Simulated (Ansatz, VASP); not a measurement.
**Cross-check of BaTiO3 between VASP and Ansatz**

Wanted: the spread between two codes on one cell, functional and k mesh. The cell is taken from a series of runs on this material, whose earlier steps may have relaxed or scaled it; both programs get it as it stands.

Program: Ansatz 0.2.0. Level of theory: plane waves, with VASP 6.6.1 beside it; single point at PBEsol. Results are calculated unless marked as measured.

## Step 1: Starting point

It takes space group P4mm (No. 99, tetragonal). The conventional cell has a = 3.990 Å, b = 3.990 Å, c = 4.023 Å, α = 90.00°, β = 90.00°, γ = 90.00°. Ba has 12 O at 2.80 to 2.87 Å nearest. Nearest to Ti lie 6 O at 1.84 to 2.18 Å. Nearest to O lie 2 Ti at 1.84 to 2.18 Å and 4 Ba at 2.82 Å. Nearest to O lie 2 Ti at 2.00 Å and 4 Ba at 2.80 to 2.87 Å. Farther neighbours and most contacts between anions are not listed.

## Step 2: Ansatz: single point, PBEsol

Ansatz runs on its default PAW (the set named soft_2) files.

With cell and atoms fixed, the geometry can't cause a difference; cores, projectors, grids and the points listed under the comparison can.

Input file input.yaml:

```yaml
crystal:
  lattice:
    - [3.99048, 0.0, 0.0]
    - [0.0, 3.99048, 0.0]
    - [0.0, 0.0, 4.02303]
  atoms:
    - { symbol: Ba, position: [0.0, 0.0, 0.0] }
    - { symbol: Ti, position: [0.5, 0.5, 0.522] }
    - { symbol: O, position: [0.5, 0.5, 0.979] }
    - { symbol: O, position: [0.5, 0.0, 0.488] }
    - { symbol: O, position: [0.0, 0.5, 0.488] }
hamiltonian:
  xc: pbesol
  pseudopotentials: { kind: paw }
kpoints:
  mp_grid: { grid: [6, 6, 6] }
scf:
  occupations: { method: gaussian, width: 0.05 }
  n_extra_bands: 5
output:
  forces: true
  stress: true
  eigenvalues: true
```

Started as:

```bash
$ ansatz run input.yaml --threads 2 --pin off --max-ram 4608MiB --backend cpu --events-out ev --progress --plain --runs-dir out
```

Numbers of over 12 decimals in the logs are rounded to 6 here.

What it wrote:

```text
scf.n_extra_bands = 5 over 20 filled bands (N_el = 40.0): the run solves 25 bands
Engine: ansatz 0.2.0, aarch64-unknown-linux-gnu
Pseudopotentials: kind: paw
Pseudopotential: Ba, paw, valence charge 10, recommended cutoff 420 eV (normal), Ba.paw.azcp
Pseudopotential: Ti, paw, valence charge 12, recommended cutoff 420 eV (normal), Ti.paw.azcp
Pseudopotential: O, paw, valence charge 6, recommended cutoff 420 eV (normal), O.paw.azcp
Functional definition: PBEsol
  exchange = pbesol_x
  correlation = pbesol_c
Crystal: 5 atoms, lattice volume = 64.062 Å³
Basis set: ecut = 420 eV, 1245 PW (Γ), exchange–correlation on 54×54×54 points (8 copies of the dense FFT grid, shifted against one another)
Bands: 25, of which v1, the nominal top of the filled ones, is band 20 counted from 1 (19 counted from 0)
Symmetry: 8 space group operations
Space group: P4mm (ITA 99), of the structure as read, at distance tolerance 4.0e-5 Å
k-points: 40 of 216 (time reversal used)
Non-local potential: Ba, projectors of the file, l = 0: 3, l = 1: 2, l = 2: 2, l = 3: 2
Non-local potential: Ti, projectors of the file, l = 0: 3, l = 1: 2, l = 2: 3, l = 3: 1
Non-local potential: O, projectors of the file, l = 0: 2, l = 1: 2, l = 2: 1
PAW form: soft (Blöchl's): semilocal exchange-correlation on the pseudo side does not see the compensation charge
PAW frozen core: Ba, regenerated for the run's functional, and the local potential with it (the file was generated under x = pbe(κ = 0.804, μ = 0.219515), c = pbe(β = 0.066725))
PAW frozen core: Ti, regenerated for the run's functional, and the local potential with it (the file was generated under x = pbe(κ = 0.804, μ = 0.219515), c = pbe(β = 0.066725))
PAW frozen core: O, regenerated for the run's functional, and the local potential with it (the file was generated under x = pbe(κ = 0.804, μ = 0.219515), c = pbe(β = 0.066725))
PAW one-centre angular grid: Ba, 194 points (default); XC on 64 Gauss nodes
PAW one-centre angular grid: Ti, 590 points (default); XC on 64 Gauss nodes
PAW one-centre angular grid: O, 110 points (default); XC on 64 Gauss nodes
Initial density: superposition of atomic densities (neutral atoms: chi_scale 0, normalization atom), corrected by the library's trained network
Initial wavefunctions: pseudopotential atomic-orbital guess
Functional: x = pbesol(κ = 0.804, μ = 0.123457), c = pbesol(β = 0.046)
SCF iter   1: F=—  HF=-10027.500897 eV  |F-HF|=—  |Δ(HF+E_count)|=         —  Δρ=1.70e-2  dr2=1.61e-1  ethr=1.77e-3  ⟨swp⟩=6.1  Hψ=5009  notcnv=0
preconditioner: auto → Resta (q_TF=auto, 2.522 Å⁻¹)  ε∞=5.8  [insulator: Δε(μ)=1.619 eV  Ē_g=11.965 eV  σ=0.050 eV  W_gap=1.00  n_scr=18 (ndim 8)  ℏωp=26.2 eV  f_vac=0.000  D(μ)=0.00/eV (n_scr^D=0)  ε∞_Penn≈5.8]
SCF iter   2: F=—  HF=-10027.468015 eV  |F-HF|=—  |Δ(HF+E_count)|=   3.29e-2  Δρ=4.35e-3  dr2=1.45e-2  ethr=4.01e-4  ⟨swp⟩=2.3  Hψ=1810  notcnv=0  defer=40
SCF iter   3: F=—  HF=-10027.466335 eV  |F-HF|=—  |Δ(HF+E_count)|=   1.68e-3  Δρ=1.46e-3  dr2=1.65e-3  ethr=3.63e-5  ⟨swp⟩=2.3  Hψ=1366  notcnv=0  defer=40
SCF iter   4: F=—  HF=-10027.466138 eV  |F-HF|=—  |Δ(HF+E_count)|=   1.97e-4  Δρ=1.37e-4  dr2=1.20e-5  ethr=4.12e-6  ⟨swp⟩=2.0  Hψ=1373  notcnv=0  defer=40
SCF iter   5: F=—  HF=-10027.465890 eV  |F-HF|=—  |Δ(HF+E_count)|=   2.48e-4  Δρ=2.65e-5  dr2=5.13e-7  ethr=2.99e-8  ⟨swp⟩=2.1  Hψ=1731  notcnv=0  defer=40
SCF iter   6: F=-10027.465890 eV  HF=-10027.465890 eV  |F-HF|=7.52e-9  |Δ(HF+E_count)|=   1.01e-7  Δρ=8.38e-6  dr2=2.96e-8  ethr=2.50e-10  ⟨swp⟩=10.2  Hψ=5612  notcnv=0
SCF 1 converged in 6 iterations: F = -10027.465890 eV  dr2 = 2.96e-8
  greatest PAW one-centre occupation: 0.999 electrons in one spin orbital (limit 2), on the Ti atom at site 1 (counted from 0), in its partial waves of l = 0
SCF converged after 6 iterations
Free energy (F): -10027.465890 eV
Harris-Foulkes:  -10027.465890 eV  (|F-HF|=7.52e-9)
Internal energy: -10027.465890 eV  (E = F + TS)
E sigma→0 (E₀):  -10027.465890 eV
Fermi energy:    11.161434 eV
--- Per-component energies (eV) ---
  E_band       = -142.909940
  E_kinetic    = 967.699012
  E_local      = -2101.936201  (includes V_loc(G=0)·N_el)
  E_nonlocal   = 207.076923
  E_hartree    = 818.468362
  E_xc         = -486.162039
  E_vxc        = -542.974353  (∫ρ·V_xc dr)
  E_paw        = -6616.839473  (= ΣΔE_a)
  E_vpaw       = -309.722698  (= ΣTr[D̂ρ^β])
  E_aug_tail   = 0.007426  (compensation charges beyond the density's cutoff)
  E_ewald      = -2816.176581
  E_core_change = 0.396681  (= ΣΔE_core)
  E_smearing   = -0.000000  (= −TS)
  E_closure    = -0.000000  (closes the sum)
  Σ components = -10027.465890   (vs F -10027.465890, Δ=0.00e0)
--- Forces (eV/Å), atoms counted from 1 ---
  atom   1  Ba     0.00000000    -0.00000000     0.15615543
  atom   2  Ti    -0.00000000    -0.00000000    -0.14614051
  atom   3  O     -0.00000000    -0.00000000    -0.06215790
  atom   4  O      0.00000000     0.00000000     0.02603965
  atom   5  O     -0.00000000     0.00000000     0.02603965
  max |Σ_I F_I| component: 6.37e-5 eV/Å
--- Stress (GPa, compression-positive) ---
       -3.090358       0.000000       0.000000
        0.000000      -3.090358       0.000000
        0.000000       0.000000      -0.793334
  P = ⅓ Tr σ = -2.3247 GPa (-23.247 kbar)
--- Band table (eV; the first three rows and the last of 40) ---
  k-point 0: bands = [... 16 lower, 9.0390, 9.8387, 9.9064, 9.9064, 12.0692, 12.4420, 12.4420, 14.3978, ... 1 higher]
  k-point 1: bands = [... 16 lower, 8.8191, 9.3366, 9.8172, 9.8172, 12.1019, 12.8494, 12.8494, 14.3954, ... 1 higher]
  k-point 2: bands = [... 16 lower, 8.4385, 8.6014, 9.6454, 9.6454, 12.1696, 13.5846, 13.5846, 14.3952, ... 1 higher]
  k-point 39: bands = [... 16 lower, 7.8548, 10.0792, 10.0792, 10.2537, 14.5089, 14.5216, 14.5216, 16.6896, ... 1 higher]
```

Reading the cycles: dr2 is the Hartree energy of the density residual (eV), the measure of convergence; HF is the Harris–Foulkes estimate of the energy, which meets the free energy F at convergence.

The run ends at a pressure of -2.32 GPa, with forces up to 0.16 eV/Å.

## Step 3: VASP: single point, PBEsol

The same cell, functional, mesh and smearing now go to VASP, with its own data sets and cutoff.

Lines of VASP's logs that name or quote its potential files are left out, and so is its time.

Input file INCAR:

```
SYSTEM = BaTiO3
PREC = Accurate
ENCUT = 520
EDIFF = 1E-06
NELM = 100
ISMEAR = 0
SIGMA = 0.05
LREAL = .FALSE.
ALGO = Normal
GGA = PS
NBANDS = 26
LASPH = .TRUE.
LORBIT = 11
LWAVE = .FALSE.
LCHARG = .FALSE.
KPAR = 2
ISIF = 2
```

Input file POSCAR:

```
BaTiO3
1.0
    3.9904800000      0.0000000000      0.0000000000
    0.0000000000      3.9904800000      0.0000000000
    0.0000000000      0.0000000000      4.0230300000
Ba Ti O
1 1 3
Direct
    0.0000000000      0.0000000000      0.0000000000
    0.5000000000      0.5000000000      0.5220000000
    0.5000000000      0.5000000000      0.9790000000
    0.5000000000      0.0000000000      0.4880000000
    0.0000000000      0.5000000000      0.4880000000
```

Input file KPOINTS:

```
Automatic mesh
0
Gamma
6 6 6
0 0 0
```

The projector-augmented-wave data sets are Ba_sv, Ti_sv and O (PBE family, release 64).

Started as:

```bash
$ mpirun -np 2 vasp_std
```

What it wrote:

```text
[banner, memory and clock lines left out]
running    2 mpi-ranks, on    1 nodes
 distrk:  each k-point on    1 cores,    2 groups
 distr:  one band on    1 cores,    1 groups

 POSCAR found type information on POSCAR BaTiO
 POSCAR found :  3 types and       5 ions
|                                                                             |
|               ----> ADVICE to this user running VASP <----                  |
|                                                                             |
|     You enforced a specific xc type in the INCAR file but a different       |
|     [... a line on the potential file left out ...]
|     I HOPE YOU KNOW WHAT YOU ARE DOING!                                     |
|                                                                             |

 LDA part: xc-table for (Slater+PW92), standard interpolation
 POSCAR, INCAR and KPOINTS ok, starting setup
 FFT: planning ... GRIDC
 FFT: planning ... GRID_SOFT
 FFT: planning ... GRID
 WAVECAR not read
 entering main loop
       N       E                     dE             d eps       ncg     rms          rms(c)
DAV:   1     0.443716503235E+03    0.44372E+03   -0.21278E+04  2080   0.168E+03
DAV:   2    -0.314200505896E+01   -0.44686E+03   -0.43148E+03  2452   0.454E+02
DAV:   3    -0.499072813986E+02   -0.46765E+02   -0.46502E+02  3016   0.142E+02
DAV:   4    -0.520273192958E+02   -0.21200E+01   -0.21172E+01  3012   0.265E+01
DAV:   5    -0.520941777950E+02   -0.66858E-01   -0.66845E-01  2934   0.377E+00    0.232E+01
DAV:   6    -0.421926504175E+02    0.99015E+01   -0.60499E+01  3052   0.713E+01    0.993E+00
DAV:   7    -0.421537061365E+02    0.38944E-01   -0.10312E+01  2758   0.232E+01    0.679E+00
DAV:   8    -0.419876757903E+02    0.16603E+00   -0.10454E+00  2678   0.964E+00    0.261E+00
DAV:   9    -0.420074164341E+02   -0.19741E-01   -0.23009E-01  2714   0.306E+00    0.107E+00
DAV:  10    -0.419983052621E+02    0.91112E-02   -0.87066E-02  2724   0.249E+00    0.541E-01
DAV:  11    -0.419951380522E+02    0.31672E-02   -0.14828E-02  3204   0.102E+00    0.690E-02
DAV:  12    -0.419950378124E+02    0.10024E-03   -0.92119E-04  2410   0.275E-01    0.393E-02
DAV:  13    -0.419950226329E+02    0.15179E-04   -0.33208E-04  2964   0.187E-01    0.400E-02
DAV:  14    -0.419950007908E+02    0.21842E-04   -0.84604E-05  2458   0.614E-02    0.122E-02
DAV:  15    -0.419949989927E+02    0.17981E-05   -0.15977E-05  2864   0.277E-02    0.453E-03
DAV:  16    -0.419949990365E+02   -0.43809E-07   -0.18257E-06  1470   0.116E-02
   1 F= -.41994999E+02 E0= -.41994999E+02  d E =-.292299E-14
```

Parts of OUTCAR (step 3):

```text
ion  position               nearest neighbor table
   1  0.000  0.000  0.000-   4 2.80   5 2.80   5 2.80   4 2.80   3 2.82   3 2.82   3 2.82   3 2.82
                             4 2.87   5 2.87   4 2.87   5 2.87   2 3.41   2 3.41   2 3.41   2 3.41
   2  0.500  0.500  0.522-   3 1.84   4 2.00   5 2.00   4 2.00   5 2.00   3 2.18   1 3.41   1 3.41
                             1 3.41   1 3.41   1 3.52   1 3.52   1 3.52   1 3.52
   3  0.500  0.500  0.979-   2 1.84   2 2.18   1 2.82   1 2.82   1 2.82   1 2.82
   4  0.500  0.000  0.488-   2 2.00   2 2.00   1 2.80   1 2.80   1 2.87   1 2.87
   5  0.000  0.500  0.488-   2 2.00   2 2.00   1 2.80   1 2.80   1 2.87   1 2.87

  LATTYP: Found a simple tetragonal cell.
 ALAT       =     3.9904800000
 C/A-ratio  =     1.0081569135

 Subroutine GETGRP returns: Found  8 space group operations
 (whereof  8 operations were pure point group operations)

The static configuration has the point symmetry C_4v.

 Found     40 irreducible k-points:

   k-points           NKPTS =     40   k-points in BZ     NKDIM =     40   number of bands    NBANDS=     26

   dimension x,y,z NGX =    30 NGY =   30 NGZ =   30
   dimension x,y,z NGXF=    60 NGYF=   60 NGZF=   60

   ENCUT  =  520.0 eV  38.22 Ry    6.18 a.u.   7.42  7.42  7.48*2*pi/ulx,y,z

   NELECT =      40.0000    total number of electrons

 k-points in reciprocal lattice and weights: Automatic mesh
   0.00000000  0.00000000  0.00000000       0.005
   0.16666667  0.00000000  0.00000000       0.019
   0.33333333  0.00000000  0.00000000       0.019
   0.50000000  0.00000000  0.00000000       0.009
   0.16666667  0.16666667  0.00000000       0.019
   0.33333333  0.16666667  0.00000000       0.037
   0.50000000  0.16666667  0.00000000       0.019
   0.33333333  0.33333333  0.00000000       0.019
   0.50000000  0.33333333  0.00000000       0.019
[...]
0.50000000  0.33333333  0.50000000       0.019
   0.50000000  0.50000000  0.50000000       0.005

 average (electrostatic) potential at core
       1 -32.7758       2 -76.6122       3 -69.8615       4 -69.6189       5 -69.6189

 E-fermi :   4.0263

 k-point     1 :       0.0000    0.0000    0.0000
  band No.  band energies     occupation
    ...
     16       2.3543      2.00000
     17       2.5833      2.00000
     18       3.3226      2.00000
     19       3.3951      2.00000
     20       3.3951      2.00000
     21       5.5264      0.00000
     22       5.9068      0.00000
     23       5.9068      0.00000
     24       7.8530      0.00000
     25       8.0475      0.00000
    ...

 k-point     2 :       0.1667    0.0000    0.0000
  band No.  band energies     occupation
    ...
     16       2.1478      2.00000
     17       2.4074      2.00000
     18       2.8450      2.00000
     19       3.1386      2.00000
     20       3.2695      2.00000
     21       5.9207      0.00000
     22       6.0763      0.00000
     23       6.1804      0.00000
     24       7.9912      0.00000
     25       8.5785      0.00000
    ...

 k-point     3 :       0.3333    0.0000    0.0000
  band No.  band energies     occupation
    ...
     16       1.9363      2.00000
     17       2.0101      2.00000
     18       2.2112      2.00000
     19       2.7806      2.00000
     20       2.9367      2.00000
     21       6.0027      0.00000
     22       6.9185      0.00000
     23       6.9496      0.00000
     24       7.9875      0.00000
     25       9.3900      0.00000
    ...

  Total       -0.5047973     -0.5047973      0.4659688      0.0000000      0.0000000      0.0000000
  in kB      -12.6247878    -12.6247878     11.6537002      0.0000000      0.0000000      0.0000000
  external PRESSURE =      -4.5319584 kB  Pullay stress =       0.0000000 kB

  energy-cutoff  :      520.00
  volume of cell :       64.06
      direct lattice vectors                 reciprocal lattice vectors
     3.990480000  0.000000000  0.000000000     0.250596419  0.000000000  0.000000000
     0.000000000  3.990480000  0.000000000     0.000000000  0.250596419  0.000000000
     0.000000000  0.000000000  4.023030000     0.000000000  0.000000000  0.248568865

 POSITION                                       TOTAL-FORCE (eV/Angst)
 -----------------------------------------------------------------------------------
      0.00000      0.00000      0.00000        -0.000000     -0.000000      0.140179
      1.99524      1.99524      2.10002        -0.000000      0.000000     -0.203231
      1.99524      1.99524      3.93855        -0.000000     -0.000000     -0.005590
      1.99524      0.00000      1.96324        -0.000000     -0.000000      0.034321
      0.00000      1.99524      1.96324         0.000000     -0.000000      0.034321
 -----------------------------------------------------------------------------------
    total drift:                                0.000000      0.000000      0.000068

  FREE ENERGIE OF THE ION-ELECTRON SYSTEM (eV)
  ---------------------------------------------------
  free  energy   TOTEN  =       -41.9949990365 eV

  energy  without entropy=      -41.9949990365  energy(sigma->0) =      -41.99499904

 total charge
# of ion       s       p       d       tot
------------------------------------------
    1        2.003   5.634   0.338   7.975
    2        2.221   6.281   1.764  10.265
    3        1.564   3.452   0.000   5.016
    4        1.558   3.449   0.000   5.007
    5        1.558   3.449   0.000   5.007
--------------------------------------------------
tot          8.904  22.265   2.101  33.270

[... 3 further parts left out ...]
```

Harder data sets than Ba_sv exist (the GW ones), and pressures, volumes and forces can shift noticeably with them.

## Step 4: Side by side

Known differences besides the PAW data sets themselves: the cutoff is 420 eV in Ansatz and 520 eV in VASP; Ansatz makes its cores anew for this functional, VASP keeps those of its PBE data sets. Total energies have different zeros and are not compared.

Both answers:

```tsv
quantity	Ansatz	VASP	difference
pressure (GPa)	-2.32	-0.45	-1.87
gap on the k mesh (eV)	1.815	1.748	+0.068
```

Forces (eV/Å; atoms numbered as in POSCAR):

```tsv
atom	Ansatz x, y, z	VASP x, y, z
Ba1	0.000, 0.000, 0.156	0.000, 0.000, 0.140
Ti2	0.000, 0.000, -0.146	0.000, 0.000, -0.203
O3	0.000, 0.000, -0.062	0.000, 0.000, -0.006
O4	0.000, 0.000, 0.026	0.000, 0.000, 0.034
O5	0.000, 0.000, 0.026	0.000, 0.000, 0.034
```

The forces differ by 21 meV/Å r.m.s., which is 32.9 % of the r.m.s. force of 0.06 eV/Å (both taken over all components). Ansatz's pressure holds a Pulay correction of 0.59 GPa; VASP's holds none.

## Step 5: Looking for the cause

The difference is large enough to ask for its cause, so further runs change the set-up of one program at a time, as the table lists.

```tsv
run	r.m.s. force difference (meV/Å)
as above	21
VASP with the data sets Ba_sv_GW, Ti_sv_GW and O_GW and a cutoff of 670 eV	1.6
VASP with the data sets Ba_sv, Ti_sv and O_h and a cutoff of 1230 eV	11
```

## Step 6: Outcome

| Property | Result |
| --- | --- |
| r.m.s. force difference (single point, PBEsol) | 21 meV/Å |
| difference in pressure (single point, PBEsol) | -1.9 GPa |
| difference in gap on the k mesh (single point, PBEsol) | 0.068 eV |

What this shows: The difference in pressure is -1.9 GPa (single point, PBEsol), beyond the 1 GPa picked in this series as the mark of a large difference. Also far apart in the single point, PBEsol pair: the difference in pressure, -1.9 GPa. For single point, PBEsol: with VASP with the data sets Ba_sv_GW, Ti_sv_GW and O_GW and a cutoff of 670 eV the r.m.s. force difference shrinks in size, from 21 to 1.6 meV/Å. Differences of this kind measure data sets and numerical settings, not the functional's error against experiment.

[Lines on the potential files, build, host, timing and source positions are cut from VASP's logs without a mark.]

[Logs are printed without paths, hosts, clocks, repeated set-up lines and the standing remarks that a program may print on its own settings, such as how far it seeks lower states.]

[Hosts, paths, dates, database ids (printed as entryN), source tags and the programs' standing remarks are cut or masked in the printed files.]
